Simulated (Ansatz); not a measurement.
## Band table of Si (simple hexagonal type)

```xyz
1
Lattice="1.9269 0.0000 0.0000 -0.9634 1.6687 0.0000 0.0000 0.0000 1.8746" Properties=species:S:1:pos:R:3 pbc="T T T"
Si    0.0000    0.0000    0.0000
```

The cell comes from a relaxation on PAW files under the same functional, begun from a prototype that needn't be the stable phase.

Computed with Ansatz 0.2.0; functional PBE, scalar-relativistic. Settings: a Γ-centred 16×16×15 k mesh, Fermi–Dirac smearing of 0.08 eV, no spin polarisation. Methods: LAPW: all electrons, basis error target 1 meV/atom.

This run: volume at 0.4 of the series' base cell.

Path points, in fractions of the reciprocal vectors: Γ (0.000, 0.000, 0.000), M (0.500, 0.000, 0.000), K (0.333, 0.333, 0.000), A (0.000, 0.000, 0.500), L (0.500, 0.000, 0.500), H (0.333, 0.333, 0.500). Levels in eV from the Fermi level; bands 5 to 8, counted from the lowest band of the run. The gap is zero, the pressure 635.0 GPa.

```
# k(1/Å) point b5 b6 b7 b8
0.000 Γ -24.22 7.46 15.00 17.53
0.471 - -23.42 7.23 11.32 15.46
0.941 - -21.07 1.80 8.52 14.36
1.412 - -17.31 -5.46 8.17 13.04
1.883 M -13.38 -10.58 7.96 12.59
2.154 - -13.16 -10.37 5.14 15.48
2.426 - -12.49 -9.79 1.09 19.76
2.698 - -11.37 -9.16 -2.45 22.81
2.970 K -9.78 -9.78 -4.01 24.62
3.513 - -15.17 -5.18 -0.83 20.59
4.057 - -20.05 1.39 4.14 16.37
4.600 - -23.16 7.18 9.91 15.61
5.143 Γ -24.22 7.46 15.00 17.53
5.562 - -23.59 3.08 18.05 18.05
5.981 - -21.70 -3.29 19.52 19.52
6.400 - -18.65 -9.22 21.47 21.47
6.819 A -15.13 -13.73 22.56 22.56
7.290 - -14.42 -12.97 17.26 19.95
7.761 - -12.29 -10.78 10.08 11.04
8.231 - -8.71 -7.48 3.04 3.90
8.702 L -4.78 -4.17 -3.02 0.29
8.974 - -4.59 -3.89 -2.81 0.28
9.245 - -4.01 -3.07 -2.16 0.16
9.517 - -3.03 -1.69 -1.09 -0.39
9.789 H -1.64 -1.64 0.23 0.23
10.332 - -6.53 -5.70 2.46 4.86
10.876 - -11.34 -9.85 8.43 11.19
11.419 - -14.19 -12.72 16.17 19.29
11.963 A -15.13 -13.73 22.56 22.56
```
